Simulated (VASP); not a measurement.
Wanted: the native input for a VASP 6.6.1 run.

| Item | Value |
| --- | --- |
| Task | relaxation of cell and atoms |
| Functional | PBE |
| Potentials or basis | VASP PAW PBE potentials, release 64 (Ca_sv, H_h) |
| Cutoff | 900 eV |
| k mesh | 5 × 5 × 5 |
| Occupations | fermi-dirac, width 0.05 eV |
| Spin | no spin polarisation |
| Further INCAR settings | ALGO = Normal; EDIFF = 1e-06; IBRION = 2; EDIFFG = -0.02; NSW = 40; ISIF = 3 |

The structure of CaH4 lies in POSCAR:

```
CaH4
1.0
    4.1679800000      0.0000000000      0.0000000000
    0.0000000000      4.1679800000      0.0000000000
    0.0000000000      0.0000000000      4.1679800000
Ca H
1 4
Direct
    0.0000000000      0.0000000000      0.0000000000
    0.5000000000      0.0000000000      0.0000000000
    0.0000000000      0.5000000000      0.0000000000
    0.0000000000      0.0000000000      0.5000000000
    0.5000000000      0.5000000000      0.5000000000
```

The cell was built by a generator and needn't be a form met in nature.

The input as run:

INCAR

```
SYSTEM = CaH4
PREC = Accurate
ENCUT = 900
EDIFF = 1E-6
ISMEAR = -1
SIGMA = 0.05
LREAL = .False.
LASPH = .True.
NELM = 60
ALGO = Normal
ISIF = 3
LWAVE = .False.
LCHARG = .False.
GGA = PE
IBRION = 2
NSW = 40
EDIFFG = -0.02
```

KPOINTS

```
regular mesh
0
Gamma
  5 5 5
  0 0 0
```

Potentials or basis: VASP PAW PBE potentials, release 64 (Ca_sv, H_h).

Launch:

```console
$ cat potpaw_PBE.64/Ca_sv/POTCAR potpaw_PBE.64/H_h/POTCAR > POTCAR
$ mpirun -np 1 vasp_std > vasp.out
```

Results of the run:

```json
{
 "Pressure after relaxing": "0.2 GPa",
 "Band gap on the k mesh": "none (metal or under the smearing width)"
}
```

Caveat: the relaxation stopped at its first step, so nothing moved.

Run time: 30 s on 1 thread of Intel(R) Xeon(R) Platinum 8259CL CPU @ 2.50GHz (Skylake/Cascade Lake), on a shared host, peak memory 0.25 GiB.
